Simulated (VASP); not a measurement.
# C (R-3m) in VASP: notebook

Runs on C. Level: PBE. Tasks: single point.

The COD entry that gives the cell may itself be a prediction, so a difference from it is no test against experiment.

Program: VASP 6.6.1. These are calculated values, not measurements. Logs are shortened: lines on timing, memory, paths and dates and some standing lists are left out, and cuts for length are marked.

## (1) The structure

The structure is trigonal, space group R-3m (No. 166). The conventional cell has a = 2.522 Å, b = 2.522 Å, c = 30.889 Å, α = 90.00°, β = 90.00°, γ = 120.00°. C (site symmetry 3m) has 4 C at 1.54 Å as nearest neighbours. Around C (site symmetry 3m) lie 4 C at 1.54 Å. C (site symmetry 3m) has 4 C at 1.54 to 1.55 Å as nearest neighbours. C (site symmetry 3m) is surrounded by 4 C at 1.54 Å. C (site symmetry 3m) is surrounded by 4 C at 1.54 Å.

This isn't the form of C at room conditions, which is graphite.

## (2) Single point, PBE

INCAR reads:

```
ALGO     = Normal         # electronic algorithm
EDIFF    = 1E-7           # SCF threshold, eV
ENCUT    = 520            # plane-wave cutoff, eV
GGA      = PE             # functional
ISIF     = 2              # what is computed and relaxed
ISMEAR   = -1             # smearing method
LASPH    = T              # aspherical terms in the spheres
LCHARG   = F              # write CHGCAR
LREAL    = F              # projectors in reciprocal space
LWAVE    = F              # write WAVECAR
NBANDS   = 31             # bands
NELM     = 100            # most SCF steps
PREC     = Accurate       # precision mode
SIGMA    = 0.1            # smearing width, eV
```

KPOINTS reads:

```
k-points
0
Gamma
  4 4 4
```

POSCAR reads:

```
C
1.0
    1.2610515900      0.7280684700     10.2964300000
   -1.2610515900      0.7280684700     10.2964300000
    0.0000000000     -1.4561369500     10.2964300000
C
10
Direct
    0.0250000000      0.0250000000      0.0250000000
    0.9750000000      0.9750000000      0.9750000000
    0.1083000000      0.1083000000      0.1083000000
    0.8917000000      0.8917000000      0.8917000000
    0.1583000000      0.1583000000      0.1583000000
    0.8417000000      0.8417000000      0.8417000000
    0.3750000000      0.3750000000      0.3750000000
    0.6250000000      0.6250000000      0.6250000000
    0.4250000000      0.4250000000      0.4250000000
    0.5750000000      0.5750000000      0.5750000000
```

Potentials or basis: VASP PAW PBE potentials, release 64 (C).

Started as:

```bash
$ cat potpaw_PBE.64/C/POTCAR > POTCAR
$ mpirun -np 1 vasp_std > vasp.out
```

OUTCAR:

```text
EDIFF = 1E-7
   ENCUT = 520
   GGA = PE
   ISIF = 2
   ISMEAR = -1
   LASPH = T
   LREAL = F
   NELM = 100
   PREC = Accurate

 ion  position               nearest neighbor table
   1  0.025  0.025  0.025-   2 1.54   7 1.54   7 1.54   7 1.54
   2  0.975  0.975  0.975-   1 1.54   8 1.54   8 1.54   8 1.54
   3  0.108  0.108  0.108-   9 1.54   9 1.54   9 1.54   5 1.54
   4  0.892  0.892  0.892-  10 1.54  10 1.54  10 1.54   6 1.54
   5  0.158  0.158  0.158-   3 1.54   6 1.55   6 1.55   6 1.55
   6  0.842  0.842  0.842-   4 1.54   5 1.55   5 1.55   5 1.55
   7  0.375  0.375  0.375-   9 1.54   1 1.54   1 1.54   1 1.54
   8  0.625  0.625  0.625-  10 1.54   2 1.54   2 1.54   2 1.54
   9  0.425  0.425  0.425-   3 1.54   3 1.54   3 1.54   7 1.54
  10  0.575  0.575  0.575-   4 1.54   4 1.54   4 1.54   8 1.54

  LATTYP: Found a trigonal (rhomboedric) cell.
 ALAT       =    10.3988848226
 COS(alpha) =     0.9705881619

  Lattice vectors:

 A1 = (   1.2610515900,   0.7280684700,  10.2964300000)
 A2 = (  -1.2610515900,   0.7280684700,  10.2964300000)
 A3 = (   0.0000000000,  -1.4561369500,  10.2964300000)

Analysis of symmetry for initial positions (statically):
=====================================================================
 Subroutine PRICEL returns:
 Original cell was already a primitive cell.

 Routine SETGRP: Setting up the symmetry group for a
 trigonal (rhombohedral) supercell.

 Subroutine GETGRP returns: Found 12 space group operations
 (whereof 12 operations were pure point group operations)
 out of a pool of 12 trial point group operations.

The static configuration has the point symmetry D_3d.

Analysis of symmetry for dynamics (positions and initial velocities):
=====================================================================
 Subroutine PRICEL returns:
 Original cell was already a primitive cell.

 Routine SETGRP: Setting up the symmetry group for a
 trigonal (rhombohedral) supercell.

 Subroutine GETGRP returns: Found 12 space group operations
 (whereof 12 operations were pure point group operations)
 out of a pool of 12 trial point group operations.

The dynamic configuration has the point symmetry D_3d.

 Subroutine INISYM returns: Found 12 space group operations
 (whereof 12 operations are pure point group operations),
 and found     1 'primitive' translations

----------------------------------------------------------------------------------------

                                     Primitive cell

  volume of cell :      56.7209

  direct lattice vectors                    reciprocal lattice vectors
     1.261051590  0.728068470 10.296430000     0.396494484  0.228916198  0.032373680
    -1.261051590  0.728068470 10.296430000    -0.396494484  0.228916198  0.032373680
     0.000000000 -1.456136950 10.296430000     0.000000000 -0.457832396  0.032373680

  length of vectors
    10.398884823 10.398884823 10.398884823     0.458975552  0.458975552  0.458975552

  position of ions in fractional coordinates (direct lattice)
     0.025000000  0.025000000  0.025000000
     0.975000000  0.975000000  0.975000000
     0.108300000  0.108300000  0.108300000
     0.891700000  0.891700000  0.891700000
     0.158300000  0.158300000  0.158300000
     0.841700000  0.841700000  0.841700000
     0.375000000  0.375000000  0.375000000
     0.625000000  0.625000000  0.625000000
     0.425000000  0.425000000  0.425000000
     0.575000000  0.575000000  0.575000000

  ion indices of the primitive-cell ions
   primitive index   ion index
                 1           1
                 2           2
                 3           3
                 4           4
                 5           5
                 6           6
                 7           7
                 8           8
                 9           9
                10          10

----------------------------------------------------------------------------------------

 KPOINTS: k-points

Automatic generation of k-mesh.
 Grid dimensions read from file:
 generate k-points for:    4    4    4

 Generating k-lattice:

  Cartesian coordinates                     Fractional coordinates (reciprocal lattice)
     0.099123621  0.057229049  0.008093420     0.250000000  0.000000000  0.000000000
    -0.099123621  0.057229049  0.008093420     0.000000000  0.250000000  0.000000000
     0.000000000 -0.114458099  0.008093420     0.000000000  0.000000000  0.250000000

  Length of vectors
     0.114743888  0.114743888  0.114743888

  Shift w.r.t. Gamma in fractional coordinates (k-lattice)
     0.000000000  0.000000000  0.000000000

 Subroutine IBZKPT returns following result:
 ===========================================

 Found     13 irreducible k-points:

 Following reciprocal coordinates:
            Coordinates               Weight
  0.000000  0.000000  0.000000      1.000000
  0.250000  0.000000  0.000000      6.000000
  0.500000  0.000000  0.000000      3.000000
  0.250000  0.250000  0.000000      6.000000
  0.500000  0.250000  0.000000     12.000000
 -0.250000  0.250000  0.000000      6.000000
  0.500000  0.500000  0.000000      3.000000
  0.250000  0.250000  0.250000      2.000000
  0.500000  0.250000  0.250000      6.000000
 -0.250000  0.250000  0.250000      6.000000
  0.500000  0.500000  0.250000      6.000000
 -0.250000  0.500000  0.250000      6.000000
  0.500000  0.500000  0.500000      1.000000
   k-points           NKPTS =     13   k-points in BZ     NKDIM =     13   number of bands    NBANDS=     31
   number of dos      NEDOS =    301   number of ions     NIONS =     10
   total plane-waves  NPLWV = 512000
   dimension x,y,z NGX =    80 NGY =   80 NGZ =   80
   dimension x,y,z NGXF=   160 NGYF=  160 NGZF=  160
   ions per type =              10
   NGX,Y,Z   is equivalent  to a cutoff of  12.79, 12.79, 12.79 a.u.
   NGXF,Y,Z  is equivalent  to a cutoff of  25.58, 25.58, 25.58 a.u.
 SYSTEM =  unknown system
   PREC   = accura    normal or accurate (medium, high low for compatibility)
   ISTART =      0    job   : 0-new  1-cont  2-samecut
   ICHARG =      2    charge: 1-file 2-atom 10-const
   ISPIN  =      1    spin polarized calculation?
   LNONCOLLINEAR =      F non collinear calculations
   LSORBIT =      F    spin-orbit coupling
   LASPH  =      T    aspherical Exc in radial PAW
[... 16 lines left out ...]
   EFERMI =   0.00;   METHOD = LEGACY
   ISMEAR =    -1;   SIGMA  =   0.10  broadening in eV -4-tet -1-fermi 0-gaus
   EFERMI_NEDOS =   21; number of points for ismear=-14 and -15
   IALGO  =     38    algorithm
   IMIX   =      4    mixing-type and parameters
     AMIX     =   0.40;   BMIX     =  1.00
     AMIX_MAG =   1.60;   BMIX_MAG =  1.00
  volume/ion in A,a.u.               =       5.67        38.28
  Fermi-wavevector in a.u.,A,eV,Ry     =   1.457182  2.753675 28.890334  2.123380
  Thomas-Fermi vector in A             =   2.574013
   LORBIT       =      0    0 simple, 1 ext, 2 COOP (PROOUT), +10 PAW based schemes
   GGA     = PE    functional components
   LHFCALC =     F    Hartree Fock is set to
   AEXX    =    0.0000 exact exchange contribution
   IVDW    =     0    specifies the selected vdW correction
   LEPSILON=     F    determine dielectric tensor
   LRPA    =     F    only Hartree local field effects (RPA)
 non-spin polarized calculation
  energy-cutoff  :      520.00
  volume of cell :       56.72
 maximum number of plane-waves:      1544
 NGX is ok and might be reduce to    80
   NGX = 39   NGY = 39   NGZ = 39

 number of electron      39.9999996 magnetization

 Free energy of the ion-electron system (eV)
  ---------------------------------------------------
  ext. energy  EPLUGINS =         0.00000000
  ---------------------------------------------------
  free energy    TOTEN  =       -90.49155601 eV

  energy without entropy =      -90.49155601  energy(sigma->0) =      -90.49155601

 E-fermi :  12.0414     XC(G=0): -13.2414

 val. band max:        9.8570380127   @ k =   0.0000   0.0000   0.0000
 cond. band min:      14.3481533660   @ k =   0.5000   0.5000   0.0000
 fundamental gap:      4.4911153533
 Fermi energy:        12.0413918898

 k-point     1 :       0.0000    0.0000    0.0000
  band No.  band energies     occupation
      1     -11.7481      2.00000
      2     -10.6692      2.00000
      3     -10.6172      2.00000
      4      -7.4698      2.00000
      5      -7.4664      2.00000
      6      -1.6731      2.00000
[... 23 lines left out ...]
     30      18.0935      0.00000
     31      18.3708      0.00000

 k-point     2 :       0.2500    0.0000    0.0000
  band No.  band energies     occupation
      1     -10.2163      2.00000
      2      -9.3107      2.00000
      3      -8.9485      2.00000
      4      -6.3539      2.00000
      5      -5.7283      2.00000
      6      -0.9558      2.00000
[... 23 lines left out ...]
     30      19.8047      0.00000
     31      20.0141      0.00000

 k-point     3 :       0.5000    0.0000    0.0000
  band No.  band energies     occupation
      1      -6.3243      2.00000
      2      -5.9724      2.00000
      3      -5.4863      2.00000
      4      -4.4482      2.00000
      5      -4.4037      2.00000
      6      -3.5352      2.00000
[... 23 lines left out ...]
     30      21.0525      0.00000
     31      21.1272      0.00000

 k-point     4 :       0.2500    0.2500    0.0000
  band No.  band energies     occupation
      1     -10.1934      2.00000
      2      -9.4685      2.00000
      3      -8.7466      2.00000
      4      -6.6695      2.00000
      5      -5.4071      2.00000
      6      -1.3777      2.00000
[... 23 lines left out ...]
     30      20.4091      0.00000
     31      20.6515      0.00000

 k-point     5 :       0.5000    0.2500    0.0000
  band No.  band energies     occupation
      1      -7.2364      2.00000
      2      -6.7222      2.00000
      3      -5.7182      2.00000
      4      -4.3157      2.00000
      5      -2.8155      2.00000
      6      -1.9372      2.00000
[... 23 lines left out ...]
     30      21.0359      0.00000
     31      21.3005      0.00000
[... 168 lines left out ...]
     30      19.8516      0.00000
     31      20.0792      0.00000

 k-point    11 :       0.5000    0.5000    0.2500
  band No.  band energies     occupation
      1     -10.0347      2.00000
      2      -9.8515      2.00000
      3      -8.0608      2.00000
      4      -7.5406      2.00000
      5      -4.6606      2.00000
      6      -2.2619      2.00000
[... 23 lines left out ...]
     30      19.7883      0.00000
     31      20.7070      0.00000

 k-point    12 :      -0.2500    0.5000    0.2500
  band No.  band energies     occupation
      1      -7.0621      2.00000
      2      -7.0225      2.00000
      3      -5.0950      2.00000
      4      -5.0203      2.00000
      5      -2.3968      2.00000
      6      -2.1098      2.00000
[... 23 lines left out ...]
     30      20.8516      0.00000
     31      20.9784      0.00000

 k-point    13 :       0.5000    0.5000    0.5000
  band No.  band energies     occupation
      1     -11.4838      2.00000
      2     -11.4575      2.00000
      3      -9.2961      2.00000
      4      -9.2749      2.00000
      5      -5.9436      2.00000
      6      -3.6442      2.00000
[... 23 lines left out ...]
     30      18.0939      0.00000
     31      18.2187      0.00000

------------------------ aborting loop because EDIFF is reached ----------------------------------------

  FORCE on cell =-STRESS in cart. coord.  units (eV):
  Direction    XX          YY          ZZ          XY          YZ          ZX
  --------------------------------------------------------------------------------------
  -------------------------------------------------------------------------------------
  Total        0.3782713      0.3782713      2.8585730      0.0000000     -0.0000000      0.0000000
  in kB       10.6849126     10.6849125     80.7452292      0.0000000     -0.0000000      0.0000000
  external PRESSURE =      34.0383514 kB  Pullay stress =       0.0000000 kB

 VOLUME and BASIS-vectors are now :
 -----------------------------------------------------------------------------
  energy-cutoff  :      520.00
  volume of cell :       56.72
      direct lattice vectors                 reciprocal lattice vectors
     1.261051590  0.728068470 10.296430000     0.396494484  0.228916198  0.032373680
    -1.261051590  0.728068470 10.296430000    -0.396494484  0.228916198  0.032373680
     0.000000000 -1.456136950 10.296430000     0.000000000 -0.457832396  0.032373680

 POSITION                                       TOTAL-FORCE (eV/Angst)
 -----------------------------------------------------------------------------------
      0.00000     -0.00000      0.77223         0.000000      0.000000     -0.278669
      0.00000     -0.00000     30.11706         0.000000     -0.000000      0.278669
      0.00000     -0.00000      3.34531         0.000000     -0.000000      0.303895
      0.00000     -0.00000     27.54398         0.000000      0.000000     -0.303895
      0.00000     -0.00000      4.88977         0.000000     -0.000000      0.096803
      0.00000     -0.00000     25.99952         0.000000      0.000000     -0.096803
      0.00000     -0.00000     11.58348         0.000000      0.000000     -0.408434
      0.00000     -0.00000     19.30581         0.000000     -0.000000      0.408434
      0.00000     -0.00000     13.12795         0.000000     -0.000000      0.380079
      0.00000     -0.00000     17.76134         0.000000      0.000000     -0.380079
 -----------------------------------------------------------------------------------
    total drift:                               -0.000000     -0.000000      0.000000

  FREE ENERGIE OF THE ION-ELECTRON SYSTEM (eV)
  ---------------------------------------------------
  free  energy   TOTEN  =       -90.4915560060 eV

  energy  without entropy=      -90.4915560059  energy(sigma->0) =      -90.49155601
```

It took 4 min on 1 thread of Intel Xeon Platinum 8488C (Sapphire Rapids), shared host; peak memory 0.86 GiB.

Results:

* Free energy: -90.4916 eV
* Pressure: 3.4 GPa
* Largest force: 0.408 eV/Å
* Band gap on the k mesh: 4.49 eV, indirect (least direct gap 5.25 eV)

Forces in eV/Å, atoms in the order of the input:
```
C    0.000  0.000 -0.279
C    0.000  0.000  0.279
C    0.000  0.000  0.304
C    0.000  0.000 -0.304
C    0.000  0.000  0.097
C    0.000  0.000 -0.097
C    0.000  0.000 -0.408
C    0.000  0.000  0.408
C    0.000  0.000  0.380
C    0.000  0.000 -0.380
```

Levels at points of the mesh, in eV from the valence-band top:
```
           k point  band 17  band 18  band 19  band 20  band 21  band 22  band 23  band 24
(0.00, 0.00, 0.00)    -1.31    -0.18     0.00     0.00     5.25     5.25     5.68     6.66
(0.50, 0.00, 0.00)    -4.45    -4.44    -3.56    -2.91     4.69     4.75     6.31     6.40
(0.50, 0.50, 0.00)    -4.18    -4.07    -3.40    -3.39     4.49     5.35     5.51     5.52
(0.50, 0.50, 0.50)    -0.48    -0.48    -0.44    -0.44     5.73     5.73     5.86     5.86
```

Caveat: the k mesh is coarse (spacing up to 0.72 Å⁻¹), so the values aren't converged.

## (3) Single point, PBE

INCAR reads:

```
SYSTEM = C
PREC     = Accurate       ! precision mode
ENCUT    = 520            ! plane-wave cutoff, eV
EDIFF    = 1E-7           ! SCF threshold, eV
ISMEAR   = -1             ! smearing method
SIGMA    = 0.1            ! smearing width, eV
LREAL    = .False.        ! projectors in reciprocal space
LASPH    = .True.         ! aspherical terms in the spheres
NELM     = 60             ! most SCF steps
ALGO     = Fast           ! electronic algorithm
ISIF     = 2              ! what is computed and relaxed
LWAVE    = .False.        ! write WAVECAR
LCHARG   = .False.        ! write CHGCAR
GGA      = PE             ! functional
NBANDS   = 31             ! bands
```

KPOINTS reads:

```
regular mesh
0
Gamma
  4 4 4
  0 0 0
```

POSCAR is that of step 2.

Potentials or basis: VASP PAW PBE potentials, release 64 (C).

Started as:

```bash
$ cat potpaw_PBE.64/C/POTCAR > POTCAR
$ mpirun -np 1 vasp_std > vasp.out
```

It took 6.3 min on 1 thread of Intel Xeon Platinum 8488C (Sapphire Rapids), shared host; peak memory 0.89 GiB.

It converged, with:

- Free energy: -90.4916 eV
- Pressure: 3.4 GPa
- Largest force: 0.408 eV/Å
- Band gap on the k mesh: 4.49 eV, indirect (least direct gap 5.25 eV)

Forces on the atoms (eV/Å):
```
C    0.000  0.000 -0.279
C    0.000  0.000  0.279
C    0.000  0.000  0.304
C    0.000  0.000 -0.304
C    0.000  0.000  0.097
C    0.000  0.000 -0.097
C    0.000  0.000 -0.408
C    0.000  0.000  0.408
C    0.000  0.000  0.380
C    0.000  0.000 -0.380
```

Stress tensor (GPa, compression positive):
```
1.07 0.00 0.00
0.00 1.07 0.00
0.00 0.00 8.07
```

Levels at points of the mesh, in eV from the valence-band top:
```csv
k point,band 18,band 19,band 20,band 21,band 22,band 23
"(0.00, 0.00, 0.00)",-0.18,0.00,0.00,5.25,5.25,5.68
"(0.50, 0.00, 0.00)",-4.44,-3.56,-2.91,4.69,4.75,6.31
"(0.50, 0.50, 0.00)",-4.07,-3.40,-3.39,4.49,5.35,5.51
"(0.50, 0.50, 0.50)",-0.48,-0.44,-0.44,5.73,5.73,5.86
```

Caveat: the k mesh is coarse (spacing up to 0.72 Å⁻¹), so the values aren't converged.

## (4) Single point, PBE

INCAR reads:

```
SYSTEM = C
ALGO     = Normal         ! electronic algorithm
EDIFF    = 1E-6           ! SCF threshold, eV
ENCUT    = 520            ! plane-wave cutoff, eV
GGA      = PE             ! functional
ISIF     = 2              ! what is computed and relaxed
ISMEAR   = -1             ! smearing method
LASPH    = .TRUE.         ! aspherical terms in the spheres
LCHARG   = .TRUE.         ! write CHGCAR
LELF     = .TRUE.         ! ELF
LREAL    = .FALSE.        ! projectors in reciprocal space
LVHAR    = .TRUE.       
LWAVE    = .FALSE.        ! write WAVECAR
NBANDS   = 31             ! bands
NELM     = 60             ! most SCF steps
PREC     = Accurate       ! precision mode
SIGMA    = 0.1            ! smearing width, eV
```

KPOINTS reads:

```
k-points
0
G
  4 4 4
  0 0 0
```

POSCAR is that of step 3.

Started as:

```bash
$ cat potpaw_PBE.64/C/POTCAR > POTCAR
$ mpirun -np 1 vasp_std > vasp.out
```

It took 3.9 min on 1 thread of Intel Xeon Platinum 8488C (Sapphire Rapids), shared host; peak memory 0.86 GiB.

Results (log left out):

| Property | Result |
| --- | --- |
| Free energy | -90.4916 eV |
| Pressure | 3.4 GPa |
| Largest force | 0.408 eV/Å |
| Band gap on the k mesh | 4.49 eV, indirect (least direct gap 5.25 eV) |

Forces in eV/Å, atoms in the order of the input:
```
C    0.000  0.000 -0.279
C    0.000  0.000  0.279
C    0.000  0.000  0.304
C    0.000  0.000 -0.304
C    0.000  0.000  0.097
C    0.000  0.000 -0.097
C    0.000  0.000 -0.408
C    0.000  0.000  0.408
C    0.000  0.000  0.380
C    0.000  0.000 -0.380
```

Stress tensor (GPa, compression positive):
```
1.07 0.00 0.00
0.00 1.07 0.00
0.00 0.00 8.07
```

Levels at points of the mesh, in eV from the valence-band top:
| k point | band 16 | band 17 | band 18 | band 19 | band 20 | band 21 | band 22 | band 23 | band 24 | band 25 |
| --- | --- | --- | --- | --- | --- | --- | --- | --- | --- | --- |
| (0.00, 0.00, 0.00) | -1.31 | -1.31 | -0.18 | 0.00 | 0.00 | 5.25 | 5.25 | 5.68 | 6.66 | 6.66 |
| (0.50, 0.00, 0.00) | -4.74 | -4.45 | -4.44 | -3.56 | -2.91 | 4.69 | 4.75 | 6.31 | 6.40 | 6.53 |
| (0.50, 0.50, 0.00) | -5.46 | -4.18 | -4.07 | -3.40 | -3.39 | 4.49 | 5.35 | 5.51 | 5.52 | 7.26 |
| (0.50, 0.50, 0.50) | -1.77 | -0.48 | -0.48 | -0.44 | -0.44 | 5.73 | 5.73 | 5.86 | 5.86 | 6.39 |

Caveat: the k mesh is coarse (spacing up to 0.72 Å⁻¹), so the values aren't converged. A k mesh can miss the band edges.
